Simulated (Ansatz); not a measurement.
Rock-salt NaBr

Calculation: r²SCAN in Ansatz (PAW).

Numerical settings: plane-wave cutoff 560 eV, 10×10×10 k mesh, Fermi–Dirac smearing 0.01 eV, scalar-relativistic PAW data made under PBE.

Cell (relaxed at this level):

```yaml
crystal:
  lattice:
    - [0.00000, 2.97386, 2.97386]
    - [2.97386, 0.00000, 2.97386]
    - [2.97386, 2.97386, 0.00000]
  atoms:
    - { symbol: Na, position: [0.00000, 0.00000, 0.00000] }
    - { symbol: Br, position: [0.50000, 0.50000, 0.50000] }
```

| Property | Result |
|---|---|
| bulk modulus | 22.4 GPa |
| band gap | 4.98 eV (direct) |
| width of the whole s-p valence band | 13.26 eV |
| pressure derivative B′ of the bulk modulus | 4.8 |

Measured, for comparison: band gap 7.1 eV (temperature not stated, no zero-point or thermal correction; as tabulated in Aguado et al. (1998), arXiv:cond-mat/9809176); bulk modulus 22.6 GPa (4 K, zero-point motion not removed; as tabulated in Doll and Stoll (1998), arXiv:cond-mat/9801031). Computed (rounded) less measured: bulk modulus -0.9 %.

Spin–orbit coupling is not included.

The computed numbers hold no vibrational or temperature effects.

The result took very roughly 40 core-seconds.

Ansatz is an electronic-structure program.
